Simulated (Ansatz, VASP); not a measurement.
# Cross-check of Co (Co(0001), 6 layers) between VASP and Ansatz, part 2 of 2

Aim: how closely do two programs agree when they are given the same cell, functional and k mesh? Of the first pair: The structure shown is the start of the Ansatz relaxation below; VASP solves that cell, so the two are compared at the walk's first step.

VASP 6.6.1 and Ansatz 0.2.0.

So far: The structure; Ansatz: relaxation, PBE.

### Step 3. VASP: single point, PBE, start cell, pair 1

Level of this step: PBE, spin-polarised from a ferromagnetic start; plane waves and PAW (Co) (VASP).

The same cell, functional, mesh and smearing now go to VASP, with its own data sets.

Lines of VASP's logs that name or quote its potential files are left out, and so is its time.

Contents of INCAR:

```
SYSTEM = Co
PREC = Accurate
ENCUT = 520
EDIFF = 1E-06
NELM = 200
ISMEAR = -1
SIGMA = 0.1
LREAL = .FALSE.
ALGO = Normal
GGA = PE
NBANDS = 43
ISPIN = 2
MAGMOM = 1.79 1.74 1.71 1.71 1.74 1.79
LASPH = .TRUE.
LMAXMIX = 4
LORBIT = 11
LWAVE = .FALSE.
LCHARG = .FALSE.
ISIF = 2
LDIPOL = .TRUE.
IDIPOL = 3
DIPOL = 0.5 0.5 0.5
LVHAR = .TRUE.
GGA_COMPAT = .FALSE.
NELMDL = -8
KPAR = 2
```

Contents of POSCAR:

```
Co
1.0
    2.5100000000      0.0000000000      0.0000000000
    1.2550000000      2.1737237635      0.0000000000
    0.0000000000      0.0000000000     26.1780500000
Co
6
Direct
    0.6666667474      0.6666666262      0.3055995385
    0.0000000808      0.9999999596      0.3833597231
    0.6666667474      0.6666666262      0.4611199077
    0.0000000808      0.9999999596      0.5388800923
    0.6666667474      0.6666666262      0.6166402769
    0.0000000808      0.9999999596      0.6944004615
```

Contents of KPOINTS:

```
Automatic mesh
0
Gamma
12 12 1
0 0 0
```

Potentials, in the order of the species: Co (PBE family, release 64).

On the command line:

```sh
mpirun -np 2 vasp_std
```

Numbers of over 12 decimals in the logs are rounded to 6 here.

What it wrote:

```text
[banner, memory and clock lines left out]
running    2 mpi-ranks, on    1 nodes
 distrk:  each k-point on    1 cores,    2 groups
 distr:  one band on    1 cores,    1 groups

 POSCAR found type information on POSCAR Co
 POSCAR found :  1 types and       6 ions
 LDA part: xc-table for (Slater+PW92), standard interpolation
 POSCAR, INCAR and KPOINTS ok, starting setup
 FFT: planning ... GRIDC
 FFT: planning ... GRID_SOFT
 FFT: planning ... GRID
 WAVECAR not read
 entering main loop
       N       E                     dE             d eps       ncg     rms          rms(c)
DAV:   1     0.406712978798E+03    0.40671E+03   -0.23289E+04  3268   0.138E+03
DAV:   2    -0.162155179569E+02   -0.42293E+03   -0.39523E+03  3268   0.304E+02
DAV:   3    -0.464753505473E+02   -0.30260E+02   -0.27659E+02  3467   0.116E+02
DAV:   4    -0.470203954369E+02   -0.54504E+00   -0.54364E+00  3564   0.173E+01
DAV:   5    -0.470370412224E+02   -0.16646E-01   -0.16645E-01  4957   0.192E+00
DAV:   6    -0.470372090298E+02   -0.16781E-03   -0.16781E-03  4595   0.218E-01
DAV:   7    -0.470372155486E+02   -0.65188E-05   -0.65187E-05  4826   0.363E-02
DAV:   8    -0.470372156750E+02   -0.12637E-06   -0.12639E-06  2712   0.596E-03    0.248E+01
DAV:   9    -0.617700749687E+02   -0.14733E+02   -0.96674E+01  3800   0.144E+02    0.486E+01
DAV:  10    -0.546302799404E+02    0.71398E+01   -0.78937E+01  3851   0.118E+02    0.402E+01
DAV:  11    -0.402521875282E+02    0.14378E+02   -0.20235E+01  4031   0.669E+01    0.116E+01
DAV:  12    -0.405491909121E+02   -0.29700E+00   -0.90019E+00  3589   0.378E+01    0.843E+00
DAV:  13    -0.410590233595E+02   -0.50983E+00   -0.28730E+00  3573   0.286E+01    0.121E+01
DAV:  14    -0.406303874644E+02    0.42864E+00   -0.14752E+00  3661   0.234E+01    0.334E+00
[...]
DAV:  32    -0.407903058618E+02   -0.86694E-04   -0.12602E-06  2413   0.697E-03    0.374E-03
DAV:  33    -0.407904153593E+02   -0.10950E-03   -0.22169E-06  2464   0.419E-03    0.260E-03
DAV:  34    -0.407904540101E+02   -0.38651E-04   -0.90691E-07  2300   0.334E-03    0.228E-03
DAV:  35    -0.407904728388E+02   -0.18829E-04   -0.19280E-07  2279   0.193E-03    0.175E-03
DAV:  36    -0.407904820552E+02   -0.92164E-05   -0.77692E-08  2296   0.406E-03    0.561E-04
DAV:  37    -0.407904848635E+02   -0.28083E-05   -0.27764E-08  2244   0.892E-04    0.588E-04
DAV:  38    -0.407904864608E+02   -0.15973E-05   -0.35126E-08  2177   0.115E-03    0.252E-04
DAV:  39    -0.407904866233E+02   -0.16252E-06   -0.83087E-09  2101   0.503E-04
   1 F= -.40790487E+02 E0= -.40681988E+02  d E =-.216997E+00  mag=    10.0529
```

Parts of OUTCAR (step 3):

```text
ion  position               nearest neighbor table
   1  0.667  0.667  0.306-   2 2.50   2 2.50   2 2.50
   2  0.000  1.000  0.383-   1 2.50   3 2.50   1 2.50   3 2.50   1 2.50   3 2.50
   3  0.667  0.667  0.461-   4 2.50   2 2.50   4 2.50   2 2.50   4 2.50   2 2.50
   4  0.000  1.000  0.539-   3 2.50   5 2.50   3 2.50   5 2.50   3 2.50   5 2.50
   5  0.667  0.667  0.617-   4 2.50   6 2.50   4 2.50   6 2.50   4 2.50   6 2.50
   6  0.000  1.000  0.694-   5 2.50   5 2.50   5 2.50

  LATTYP: Found a hexagonal cell.
 ALAT       =     2.5100000000
 C/A-ratio  =    10.4295019920

 Subroutine GETGRP returns: Found 12 space group operations
 (whereof  6 operations were pure point group operations)

The static configuration has the point symmetry C_3v.
 The point group associated with its full space group is D_3d.

 Found     19 irreducible k-points:

   k-points           NKPTS =     19   k-points in BZ     NKDIM =     19   number of bands    NBANDS=     43

   dimension x,y,z NGX =    20 NGY =   20 NGZ =  196
   dimension x,y,z NGXF=    40 NGYF=   40 NGZF=  392

   ENCUT  =  520.0 eV  38.22 Ry    6.18 a.u.   4.67  4.67 48.67*2*pi/ulx,y,z

   NELECT =      54.0000    total number of electrons

 k-points in reciprocal lattice and weights: Automatic mesh
   0.00000000  0.00000000  0.00000000       0.007
   0.08333333  0.00000000  0.00000000       0.042
   0.16666667  0.00000000  0.00000000       0.042
   0.25000000  0.00000000  0.00000000       0.042
   0.33333333  0.00000000  0.00000000       0.042
   0.41666667  0.00000000  0.00000000       0.042
   0.50000000  0.00000000  0.00000000       0.021
   0.16666667  0.08333333  0.00000000       0.042
   0.25000000  0.08333333  0.00000000       0.083
[...]
-0.41666667  0.25000000  0.00000000       0.083
  -0.33333333  0.33333333  0.00000000       0.014

 dipolmoment           0.000000      0.000000      0.000002 electrons x Angstroem

 average (electrostatic) potential at core
       1 -86.3948       2 -86.4983       3 -86.4539       4 -86.4539       5 -86.4983
       6 -86.3948

 E-fermi :   2.0937

 spin component 1
 k-point     1 :       0.0000    0.0000    0.0000
  band No.  band energies     occupation
    ...
     32       1.0937      0.99995
     33       1.0937      0.99995
     34       1.1697      0.99990
     35       1.1697      0.99990
     36       1.6700      0.98576
     37       2.2125      0.23376
     38       6.7163      0.00000
     39       6.8149      0.00000
     40       7.8835      0.00000
     41       8.6499      0.00000
    ...

 k-point     2 :       0.0833    0.0000    0.0000
  band No.  band energies     occupation
    ...
     31       0.9652      0.99999
     32       0.9786      0.99999
     33       1.1038      0.99995
     34       1.1923      0.99988
     35       1.4465      0.99846
     36       2.3461      0.07422
     37       2.9976      0.00012
     38       6.9389      0.00000
     39       7.0175      0.00000
     40       8.1002      0.00000
    ...

 k-point     3 :       0.1667    0.0000    0.0000
  band No.  band energies     occupation
    ...
     30       0.7253      1.00000
     31       0.9661      0.99999
     32       1.1245      0.99994
     33       1.2401      0.99980
     34       1.2603      0.99976
     35       2.1610      0.33796
     36       3.4096      0.00000
     37       4.3561      0.00000
     38       7.6069      0.00000
     39       7.6097      0.00000
    ...

 k-point     4 :       0.2500    0.0000    0.0000
  band No.  band energies     occupation
    ...
     30       0.9217      0.99999
     31       0.9777      0.99999
     32       1.1516      0.99992
     33       1.2858      0.99969
     34       1.7304      0.97427
     35       3.0282      0.00009
     36       4.6267      0.00000
     37       5.9363      0.00000
     38       8.5414      0.00000
     39       8.7185      0.00000
    ...

 k-point     5 :       0.3333    0.0000    0.0000
  band No.  band energies     occupation
    ...
     29       1.0304      0.99998
     30       1.1029      0.99995
     31       1.2261      0.99983
     32       1.2932      0.99967
     33       1.3279      0.99953
     34       2.4649      0.02387
     35       4.0809      0.00000
     36       5.9397      0.00000
     37       7.6878      0.00000
     38       9.5505      0.00000
    ...

 k-point     6 :       0.4167    0.0000    0.0000
  band No.  band energies     occupation
    ...
     28       1.3553      0.99938
     29       1.4079      0.99895
     30       1.4280      0.99872
     31       1.8590      0.91272
     32       2.0313      0.65126
     33       2.3691      0.05989
     34       3.5801      0.00000
     35       5.0574      0.00000
     36       6.4324      0.00000
     37       8.8690      0.00000
    ...

  Total       -3.4466599     -3.4466599     -2.9341642      0.0000000     -0.0000000     -0.0000000
  in kB      -38.6628310    -38.6628310    -32.9139215      0.0000000     -0.0000000     -0.0000000
  external PRESSURE =     -36.7465279 kB  Pullay stress =       0.0000000 kB

  energy-cutoff  :      520.00
  volume of cell :      142.83
      direct lattice vectors                 reciprocal lattice vectors
     2.510000000  0.000000000  0.000000000     0.398406375 -0.230020028  0.000000000
     1.255000000  2.173723763  0.000000000     0.000000000  0.460040055  0.000000000
     0.000000000  0.000000000 26.178050000     0.000000000  0.000000000  0.038199942

 POSITION                                       TOTAL-FORCE (eV/Angst)
 -----------------------------------------------------------------------------------
      2.51000      1.44915      8.00000         0.000000      0.000000      0.479472
      1.25500      2.17372     10.03561        -0.000000     -0.000000     -0.362564
      2.51000      1.44915     12.07122         0.000000     -0.000000      0.128092
      1.25500      2.17372     14.10683        -0.000000      0.000000     -0.128092
      2.51000      1.44915     16.14244        -0.000000      0.000000      0.362564
      1.25500      2.17372     18.17805        -0.000000     -0.000000     -0.479472
 -----------------------------------------------------------------------------------
    total drift:                                0.000019     -0.000011      0.000235

  FREE ENERGIE OF THE ION-ELECTRON SYSTEM (eV)
  ---------------------------------------------------
  free  energy   TOTEN  =       -40.7904866233 eV

  energy  without entropy=      -40.5734895792  energy(sigma->0) =      -40.68198810

 vacuum level on the upper side and lower side of the slab         7.031         7.031

 total charge
# of ion       s       p       d       tot
------------------------------------------
    1        0.471   0.384   7.220   8.075
    2        0.477   0.500   7.246   8.223
    3        0.479   0.502   7.248   8.228
    4        0.479   0.502   7.248   8.228
    5        0.477   0.500   7.246   8.223
    6        0.471   0.384   7.220   8.075
--------------------------------------------------
tot          2.853   2.772  43.428  49.052

 magnetization (x)
# of ion       s       p       d       tot
------------------------------------------
    1       -0.011  -0.041   1.807   1.756
    2       -0.014  -0.052   1.759   1.694
    3       -0.014  -0.052   1.718   1.652
    4       -0.014  -0.052   1.718   1.652
    5       -0.014  -0.052   1.759   1.694
    6       -0.011  -0.041   1.807   1.756
--------------------------------------------------
tot         -0.077  -0.289  10.570  10.203

[... 6 further parts left out ...]
```

### Step 4. Comparison

Known differences besides the potentials themselves: VASP starts from the moments at which Ansatz ended; the data sets hold 102 valence electrons in Ansatz (on its default PAW (the set named soft_2) files) and 54 in VASP; the cutoff is 420 eV in Ansatz and 520 eV in VASP. Total energies have different zeros and are not compared.

Forces (eV/Å; atoms numbered as in POSCAR):

| atom | Ansatz x, y, z | VASP x, y, z |
| --- | --- | --- |
| Co1 | 0.000, 0.000, 0.457 | 0.000, 0.000, 0.479 |
| Co2 | 0.000, 0.000, -0.369 | 0.000, 0.000, -0.363 |
| Co3 | 0.000, 0.000, 0.134 | 0.000, 0.000, 0.128 |
| Co4 | 0.000, 0.000, -0.134 | 0.000, 0.000, -0.128 |
| Co5 | 0.000, 0.000, 0.369 | 0.000, 0.000, 0.363 |
| Co6 | 0.000, 0.000, -0.457 | 0.000, 0.000, -0.479 |

The forces differ by 8.0 meV/Å r.m.s., which is 3.9 % of the r.m.s. force of 0.205 eV/Å (both taken over all components). Moments aren't recorded for both runs of this pair, so they may hold unlike magnetic states. With vacuum in the cell, a pressure given here is an average over mostly empty space and none of the material.

### Step 5. Ansatz: relaxation, PBE

This run makes the geometry at which the two programs are then compared.

The structure compared here is the end of the Ansatz relaxation.

Contents of input.yaml:

```yaml
crystal:
  lattice:
    - [2.51, 0.0, 0.0]
    - [1.255, 2.1737237635, 0.0]
    - [0.0, 0.0, 26.17805]
  atoms:
    - { symbol: Co, position: [0.6666666667, 0.6666666667, 0.3055995385], spin: 1.7 }
    - { symbol: Co, position: [0.0, 0.0, 0.3833597231], spin: 1.7 }
    - { symbol: Co, position: [0.6666666667, 0.6666666667, 0.4611199077], spin: 1.7 }
    - { symbol: Co, position: [0.0, 0.0, 0.5388800923], spin: 1.7 }
    - { symbol: Co, position: [0.6666666667, 0.6666666667, 0.6166402769], spin: 1.7 }
    - { symbol: Co, position: [0.0, 0.0, 0.6944004615], spin: 1.7 }
magnetization:
  spin_polarized: true
kpoints:
  mp_grid: { grid: [12, 12, 1] }
hamiltonian:
  xc: pbe
scf:
  occupations: { method: fermi_dirac, width: 0.1 }
  convergence: { dr2_threshold: 1.0e-08 }
efield:
  axis: 3
  dipole_correction: true
  ramp_position: 0.97
  ramp_width: 0.04
relax:
  f_tol: 0.01
  constraints: [{ sites: [2, 3] }]
output:
  write_potential: true
  write_density: true
  volumetric_format: npy
```

On the command line:

```sh
ansatz run input.yaml --threads 4 --pin off --max-ram 8192MiB --backend cpu --events-out ev --progress --plain --runs-dir out
```

What it wrote:

```text
[...]
Crystal: 6 atoms, lattice volume = 142.829 Å³
Basis set: ecut = 420 eV, 2793 PW (Γ), exchange–correlation on 36×36×360 points (8 copies of the dense FFT grid, shifted against one another)
Bands: 68, of which v1, the nominal top of the filled ones, is band 51 counted from 1 (50 counted from 0)
[...]
atoms:
    - { symbol: Co, position: [0.666667, 0.666667, 0.309031] }
    - { symbol: Co, position: [0, 0, 0.383480] }
    - { symbol: Co, position: [0.666667, 0.666667, 0.4611199077] }
    - { symbol: Co, position: [0.0, 0.0, 0.5388800923] }
    - { symbol: Co, position: [0.666667, 0.666667, 0.616520] }
    - { symbol: Co, position: [0, 0, 0.690969] }
[key lines of the parts left out:]
SCF converged after 11 iterations
Magnetization: 10.0476 μB (56.0238 up, 45.9762 down)
Free energy (F): -30755.524051 eV
Fermi energy:    5.946253 eV
Dipole field:    D = 0.000005 V/Å  (p = 0.000004 e·Å, saw-weighted, corrected)
Work function:   Φ+ = 4.9088 eV   Φ− = 4.9089 eV
```

### Step 6. VASP: single point, PBE, relaxed cell, pair 2

The same cell, functional, mesh and smearing now go to VASP, with its own data sets.

INCAR is that of step 3.

Contents of POSCAR:

```
Co
1.0
    2.5100000000      0.0000000000      0.0000000000
    1.2550000000      2.1737237635      0.0000000000
    0.0000000000      0.0000000000     26.1780500000
Co
6
Direct
    0.6666666666      0.6666666666      0.3090305352
    1.0000000000      1.0000000000      0.3834803423
    0.6666666666      0.6666666666      0.4611199035
    1.0000000000      1.0000000000      0.5388800881
    0.6666666666      0.6666666666      0.6165196494
    1.0000000000      1.0000000000      0.6909694565
```

KPOINTS is that of step 3.

On the command line:

```sh
mpirun -np 2 vasp_std
```

What it wrote:

```text
[... set-up lines as in an earlier step ...]
 entering main loop
       N       E                     dE             d eps       ncg     rms          rms(c)
DAV:   1     0.408773441862E+03    0.40877E+03   -0.23329E+04  3268   0.138E+03
DAV:   2    -0.158794266282E+02   -0.42465E+03   -0.39652E+03  3271   0.305E+02
DAV:   3    -0.464428262581E+02   -0.30563E+02   -0.28002E+02  3472   0.117E+02
DAV:   4    -0.469940642019E+02   -0.55124E+00   -0.54987E+00  3588   0.174E+01
[...]
DAV:  37    -0.408382178286E+02   -0.45267E-04   -0.15030E-06  2411   0.535E-03    0.392E-03
DAV:  38    -0.408382235908E+02   -0.57622E-05   -0.27928E-07  2310   0.509E-03    0.724E-04
DAV:  39    -0.408382245257E+02   -0.93486E-06   -0.42225E-08  2171   0.163E-03
   1 F= -.40838225E+02 E0= -.40738769E+02  d E =-.198912E+00  mag=     9.9857
```

Parts of OUTCAR (step 6):

```text
  Total       -2.6524606     -2.6524606     -0.7987320      0.0000000      0.0000000      0.0000000
  in kB      -29.7539180    -29.7539180     -8.9597589      0.0000000      0.0000000      0.0000000
  external PRESSURE =     -22.8225316 kB  Pullay stress =       0.0000000 kB

 POSITION                                       TOTAL-FORCE (eV/Angst)
 -----------------------------------------------------------------------------------
      2.51000      1.44915      8.08982        -0.000000      0.000000      0.032793
      0.00000      0.00000     10.03877         0.000000     -0.000000     -0.001725
      2.51000      1.44915     12.07122         0.000000      0.000000      0.236286
      0.00000      0.00000     14.10683        -0.000000     -0.000000     -0.236286
      2.51000      1.44915     16.13928        -0.000000      0.000000      0.001725
      0.00000      0.00000     18.08823         0.000000     -0.000000     -0.032793
 -----------------------------------------------------------------------------------
    total drift:                               -0.000000     -0.000000      0.000425

  FREE ENERGIE OF THE ION-ELECTRON SYSTEM (eV)
  ---------------------------------------------------
  free  energy   TOTEN  =       -40.8382245257 eV

  energy  without entropy=      -40.6393126995  energy(sigma->0) =      -40.73876861

 magnetization (x)
# of ion       s       p       d       tot
------------------------------------------
    1       -0.012  -0.040   1.784   1.732
    2       -0.014  -0.053   1.739   1.672
    3       -0.014  -0.053   1.717   1.651
    4       -0.014  -0.053   1.717   1.651
    5       -0.014  -0.053   1.739   1.672
    6       -0.012  -0.040   1.784   1.732
--------------------------------------------------
tot         -0.080  -0.291  10.480  10.108

[... 2 parts as in an earlier step ...]

[... 1 further part left out ...]
[key lines of the parts left out:]
E-fermi :   2.1123
```

### Step 7. Differences

What differs besides the data sets and the points named for the pairs above, as far as they apply: the data sets hold 102 valence electrons in Ansatz (on its default PAW (the set named soft_2) files) and 54 in VASP; site moments are counted in spheres of each program's own size. Total energies have different zeros and are not compared.

Both answers:

| quantity | Ansatz | VASP | difference |
| --- | --- | --- | --- |
| total moment (μB) | 10.05 | 9.99 | +0.06 |
| moment on Co1 (μB) | 1.79 | 1.73 | +0.05 |
| moment on Co6 (μB) | 1.79 | 1.73 | +0.05 |
| moment on Co5 (μB) | 1.74 | 1.67 | +0.07 |
| moment on Co2 (μB) | 1.74 | 1.67 | +0.07 |
| moment on Co4 (μB) | 1.71 | 1.65 | +0.06 |
| moment on Co3 (μB) | 1.71 | 1.65 | +0.06 |
| work function, lower of the two faces (eV) | 4.91 | 4.88 | +0.03 |
| work function, higher of the two faces (eV) | 4.91 | 4.88 | +0.03 |

Forces (eV/Å; atoms numbered as in POSCAR):

| atom | Ansatz x, y, z | VASP x, y, z |
| --- | --- | --- |
| Co1 | 0.000, 0.000, 0.000 | 0.000, 0.000, 0.033 |
| Co2 | 0.000, 0.000, 0.000 | 0.000, 0.000, -0.002 |
| Co3 | 0.000, 0.000, 0.247 | 0.000, 0.000, 0.236 |
| Co4 | 0.000, 0.000, -0.247 | 0.000, 0.000, -0.236 |
| Co5 | 0.000, 0.000, 0.000 | 0.000, 0.000, 0.002 |
| Co6 | 0.000, 0.000, 0.000 | 0.000, 0.000, -0.033 |

The forces differ by 12 meV/Å r.m.s., which is 14.6 % of the r.m.s. force of 0.080 eV/Å (both taken over all components). With vacuum in the cell, a pressure given here is an average over mostly empty space and none of the material.

### Step 8. Results

* r.m.s. force difference (single point, PBE, start cell, pair 1): 3.9 % of the r.m.s. force
* r.m.s. force difference (single point, PBE, relaxed cell, pair 2): 12 meV/Å

The r.m.s. force difference is 3.9 % of the r.m.s. force (single point, PBE, start cell, pair 1), beyond the 3 % picked in this series as the mark of a large difference. The data sets hold unlike numbers of valence electrons (102 in Ansatz and 54 in VASP), so part of the differences comes from the potentials. How closely two codes agree says nothing of how well the functional describes the real material.

[Lines on the potential files, build, host, timing and source positions are cut from VASP's logs without a mark.]

[Logs are printed without paths, hosts, clocks, repeated set-up lines and the standing remarks that a program may print on its own settings, such as how far it seeks lower states.]

[Hosts, paths, dates, database ids (printed as entryN), source tags and the programs' standing remarks are cut or masked in the printed files.]
